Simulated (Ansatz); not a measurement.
The system is FeO.

```
Fe O
1.0
     0.00000    2.38188    2.38188
     2.38188    0.00000    2.38188
     2.38188    2.38188    0.00000
Fe O
1 1
Cartesian
  0.0000 0.0000 0.0000
  1.1909 1.1909 1.1909
```

The cell comes from a database or a generator and needn't be the stable form of this composition.

```yaml
Program: Ansatz 0.2.0
Task: single point
Functional: PBE
Potentials_or_basis: Ansatz PAW
Cutoff: "420 eV (not typed: the program's choice for these potentials)"
k_mesh: 10 × 10 × 10
Occupations: fermi-dirac, width 0.05 eV
Spin: collinear spin, ferromagnetic start
Starting_moments: "[3.0, 0.0] μB"
```

On this cell: pressure -11.9 GPa; largest force zero by symmetry; net moment 4.03 μB per cell; site moments Fe +3.38; O +0.30 μB; band gap on the k mesh none (metal or under the smearing width).

The same run follows on a disturbed copy (atoms moved at random, drawn with an rms of 0.05 Å):

```
CELL_PARAMETERS angstrom
0.00000 2.38188 2.38188
2.38188 0.00000 2.38188
2.38188 2.38188 0.00000
ATOMIC_POSITIONS crystal
Fe 0.00312 0.99960 0.00185
O 0.24074 0.23991 0.27024
```

What changes?

The energy (extrapolated to zero smearing) moves by +1.9 meV/atom; pressure -11.8 GPa; largest force 0.153 eV/Å; net moment 4.03 μB per cell; site moments Fe +3.35; O +0.30 μB; band gap on the k mesh none (metal or under the smearing width).

Forces on the atoms (eV/Å):
```
Fe   0.063  0.053 -0.129
O   -0.063 -0.053  0.129
```

Stress tensor (GPa, compression positive):
```
-11.78   1.03  -0.39
  1.03 -11.78  -0.48
 -0.39  -0.48 -11.79
```

Caveats: a cell with one magnetic atom can't hold antiferromagnetic order, which such compounds often take; semilocal functionals often make such compounds metallic where correlation or magnetic order opens a gap, which also shifts bond lengths.
